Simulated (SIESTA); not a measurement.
Runs of SIESTA 5.4.2 on Al. Symmetry: P6_3/mmc, No. 194, hexagonal system. The conventional cell has a = 2.812 Å, b = 2.812 Å, c = 4.867 Å, α = 90.00°, β = 90.00°, γ = 120.00°. Al (site symmetry -6m2) has 12 Al at 2.81 to 2.93 Å as nearest neighbours. This isn't the form of Al at room conditions, which is fcc.

```tsv
task	level	potentials or basis	cell	k mesh	optimiser	force tolerance	stress tolerance (GPa)	grid cutoff	gap on the mesh (eV)	pressure (GPa)	V0 of scaled cells (Å³/atom)	B0 (GPa)
band structure	LDA	PseudoDojo 0.4 standard (LDA files), DZP (energy shift 0.003 Ry)	as given	11 × 11 × 6	-	-	-	500 Ry	none	-3.2	-	-
relaxation of cell and atoms	PBEsol	PseudoDojo 0.4 standard (PBEsol files), DZP (energy shift 0.003 Ry)	relaxed	8 × 8 × 4	Broyden	0.01 eV/Å	0.05	750 Ry	none	0.0	-	-
equation of state	LDA	PseudoDojo 0.4 standard (LDA files), DZP (energy shift 0.003 Ry)	as given	11 × 11 × 6	-	-	-	500 Ry	-	-	16.00	(b)
equation of state	PBEsol	PseudoDojo 0.4 standard (PBEsol files), DZP (energy shift 0.003 Ry)	as given	11 × 11 × 6	-	-	-	500 Ry	-	-	16.38	(a)
```

Alike in all rows: no spin polarisation; smearing fermi-dirac 0.05 eV; energy shift 0.003 Ry.

Question: Fill in the values left out.

Answer: (a) 85; (b) 86.

Caveats: the basis of atomic orbitals isn't converged, which shifts pressures, moduli and gaps; the cell was scaled at fixed shape and fractional positions, which overstates the stiffness of a crystal with free parameters, most of all of layers and chains (some runs).

A k mesh can miss the band edges.

A gap of «none» marks a metal or a gap under the smearing width.

Not every run made on this cell is shown here.
